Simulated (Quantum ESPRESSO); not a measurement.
A calculation with Quantum ESPRESSO 7.5 of Pd (native input, structure typed inline):

The input pw.in:

```
&CONTROL
  calculation = 'scf'
  prefix = 'pwscf'
  outdir = './tmp'
  pseudo_dir = './pseudo'
  tprnfor = .true.
  tstress = .true.
  disk_io = 'low'
/
&SYSTEM
  ibrav = 0
  celldm(1) = 8
  nat = 2
  ntyp = 1
  ecutwfc = 45
  ecutrho = 360
  nbnd = 24
  occupations = 'smearing'
  smearing = 'fd'
  degauss = 0.00367493
/
&ELECTRONS
  conv_thr = 4d-10
  electron_maxstep = 120
  mixing_beta = 0.5
/
ATOMIC_SPECIES
Pd   106.4200 pd_pbesol_v1.4.uspp.F.UPF
CELL_PARAMETERS alat
  0.6575455699070   0.0000000000000   0.0000000000000
 -0.3287727849535   0.5694511676878   0.0000000000000
  0.0000000000000   0.0000000000000   1.0934175037747
ATOMIC_POSITIONS crystal
Pd     0.3333333333    0.6666666667    0.2500000000
Pd     0.6666666667    0.3333333333    0.7500000000
K_POINTS automatic
11 11 6 0 0 0
```

pp_density.in

```
&INPUTPP
  prefix = 'pwscf'
  outdir = './tmp'
  filplot = 'density.dat'
  plot_num = 0
/
&PLOT
  nfile = 1
  filepp(1) = 'density.dat'
  iflag = 3
  output_format = 6
  fileout = 'density.cube'
/
```

File pp_potential.in:

```
&INPUTPP
  prefix = 'pwscf'
  outdir = './tmp'
  filplot = 'potential.dat'
  plot_num = 11
/
&PLOT
  nfile = 1
  filepp(1) = 'potential.dat'
  iflag = 3
  output_format = 6
  fileout = 'potential.cube'
/
```

Potentials or basis: GBRV 1.5 PBEsol.

Launch:

```sh
$ OMP_NUM_THREADS=1 mpirun -n 2 pw.x -nk 2 -in pw.in > pw.out
$ OMP_NUM_THREADS=1 mpirun -n 1 pp.x -in pp_density.in > pp_density.out
$ OMP_NUM_THREADS=1 mpirun -n 1 pp.x -in pp_potential.in > pp_potential.out
```

This isn't the form of Pd at room conditions, which is fcc.

**Question.** Write the same calculation in another form: ASE script, structure typed inline.

**Answer.** As run:

Contents of run.py:

```python
import numpy as np
from ase.calculators.espresso import Espresso, EspressoProfile
from ase import Atoms

atoms = Atoms(['Pd', 'Pd'],
              cell=[[2.7836650458, 0.0, 0.0], [-1.3918325229, 2.4107246453, 0.0], [0.0, 0.0, 4.628893]],
              scaled_positions=[[0.3333333333, 0.6666666667, 0.25], [0.6666666667, 0.3333333333, 0.75]],
              pbc=True)

input_data = {
    'control': {'calculation': 'scf', 'prefix': 'pwscf', 'outdir': './tmp', 'tprnfor': True, 'tstress': True, 'disk_io': 'nowf'},
    'system': {'ecutwfc': 45.0, 'ecutrho': 360.0, 'nbnd': 24, 'occupations': 'smearing', 'smearing': 'fd', 'degauss': 0.00367493},
    'electrons': {'conv_thr': 4e-10, 'electron_maxstep': 120, 'mixing_beta': 0.5},
}
pseudopotentials = {'Pd': 'pd_pbesol_v1.4.uspp.F.UPF'}
profile = EspressoProfile(command='mpirun -n 2 pw.x -nk 2', pseudo_dir='pseudo')
dft = Espresso(profile=profile, input_data=input_data, pseudopotentials=pseudopotentials, kpts=(11, 11, 6), koffset=(0, 0, 0))
atoms.calc = dft

print(f'energy {atoms.get_potential_energy():.8f} eV')
print('forces (eV/A)')
print(np.round(atoms.get_forces(), 6))
print('stress (eV/A^3, Voigt)')
print(np.round(atoms.get_stress(), 8))
print(f'Fermi level {dft.get_fermi_level():.4f} eV')
```

Potentials or basis: GBRV 1.5 PBEsol.

Run with:

```bash
$ OMP_NUM_THREADS=1 python run.py
```

Both were run:

|  | native input, structure typed inline | ASE script, structure typed inline |
| --- | --- | --- |
| Pressure | -10.1 GPa | -10.1 GPa |
| Band gap on the k mesh | none (metal or under the smearing width) | none (metal or under the smearing width) |

Keys that steer only the numerical path or the files written may differ.
